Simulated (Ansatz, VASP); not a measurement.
## One calculation of HfC, two programs

```xyz
4
Lattice="3.2903 0.0000 0.0000 -1.6451 2.8495 0.0000 0.0000 0.0000 5.2051" Properties=species:S:1:pos:R:3 pbc="T T T"
Hf    1.6451    0.9498    3.9038
Hf    0.0000    1.8996    1.3013
C     0.0000    0.0000    0.0000
C     0.0000    0.0000    2.6025
```

Alike in both runs: functional PBEsol; k mesh 8 × 8 × 4; no spin polarisation.

Ansatz relaxed the structure, and its values are those at the end. VASP's run is a single point on that final structure, the one shown.

|  | VASP | Ansatz |
| --- | --- | --- |
| version | VASP 6.6.1 | Ansatz 0.2.0 |
| potentials or method | VASP PAW PBE potentials, release 64 (Hf_pv, C) | plane waves, PAW |
| plane-wave cutoff (eV) | 520 | 420 |
| occupations | methfessel-paxton of order 1, width 0.05 eV | cold, width 0.05 eV |
| valence electrons in the cell | 28 | 60 |

Ansatz gave:

| Property | Result |
| --- | --- |
| gap on the k mesh at the Fermi level (eV) | none |
| pressure (GPa) | 0.0 |

Question: What did VASP give for the same quantities?

Answer: gap on the k mesh at the Fermi level (eV): none; pressure (GPa): -0.4.

A gap of «none» marks a metal or a gap that the smearing closes. The two sets of potentials don't hold the same shells in valence. Ansatz warned: «stress_scf_threshold_loose».

Caveats: the PAW data sets were made with another functional, which shifts forces and pressure a little (VASP). Spin-orbit coupling is left out, which matters for the levels of Hf.
